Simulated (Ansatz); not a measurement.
# C: an elastic constant from a strain scan

These are results of DFT PBEsol, scalar-relativistic, plane waves, PAW in Ansatz, not measurements. The runs took a 420 eV cutoff, a Γ-centred 12×12×12 mesh and Gaussian smearing (0.05 eV). No spin polarisation. Energies are free energies at this smearing, counted from the undisturbed cell; pressure is positive in compression.

Zero of the scan (relaxed at this level):

```
C
1.0
     1.25342    0.72366   10.31658
    -1.25342    0.72366   10.31658
     0.00000   -1.44733   10.31658
C
10
Direct
  0.02482 0.02482 0.02482
  0.97518 0.97518 0.97518
  0.10869 0.10869 0.10869
  0.89131 0.89131 0.89131
  0.15837 0.15837 0.15837
  0.84163 0.84163 0.84163
  0.37486 0.37486 0.37486
  0.62514 0.62514 0.62514
  0.42532 0.42532 0.42532
  0.57468 0.57468 0.57468
```

The cell is strained by ε times the Voigt pattern (0, 0, 1, 0, 0, 0) (xx, yy, zz, yz, xz, xy; engineering shear) with fractional coordinates fixed. The cell holds 10 atoms in V0 = 56.15 Å³. The stress column is τ = (1/V0) dE/dε, got from the stress tensor σ (compression positive) at each point as −det(1 + εP) σ : P(1 + εP)⁻¹, with P the pattern as a tensor.

| ε | ΔE (meV/atom) | τ (GPa) |
| --- | --- | --- |
| -0.0600 | 93.176 | -95.618 |
| -0.0450 | 50.404 | -67.635 |
| -0.0300 | 21.557 | -42.561 |
| -0.0150 | 5.194 | -20.106 |
| 0.0000 | 0.000 | -0.001 |
| 0.0150 | 4.816 | 17.995 |
| 0.0300 | 18.580 | 34.099 |
| 0.0450 | 40.363 | 48.500 |
| 0.0525 | 53.990 | 55.118 |
| 0.0600 | ? | ? |

Q: Which combination of elastic constants does this scan measure, and how large is it?

A: For small ε, τ = τ0 + Kε with K = pᵀCp, which for this pattern is C33 in the Cartesian frame shown. The parabola through τ at ε = -0.0150, 0 and 0.0150 has slope K = 1270 GPa at zero. The energies per cell, E = NΔE, of the same two points give K = 2[E(ε₊)/ε₊ − E(ε₋)/ε₋]/[(ε₊ − ε₋)V0] = 1270 GPa, in agreement. These are clamped-ion values.

Q: Predict the withheld row at ε = 0.0600 from the harmonic law, and compare.

A: ΔE = V0(τ0 ε + Kε²/2)/N = 80.108 meV/atom and τ = 76.20 GPa. The calculation gives 69.304 meV/atom and 61.37 GPa: the energy lies 13 % below the harmonic value, as bonds soften when stretched.

Forces appear on the atoms along this scan, and letting them relax would lower the energy and soften the response.

Cost: 10 runs of about 4.9 core-minutes in all, on Intel Xeon Processor @ 2.70GHz (shared hosts).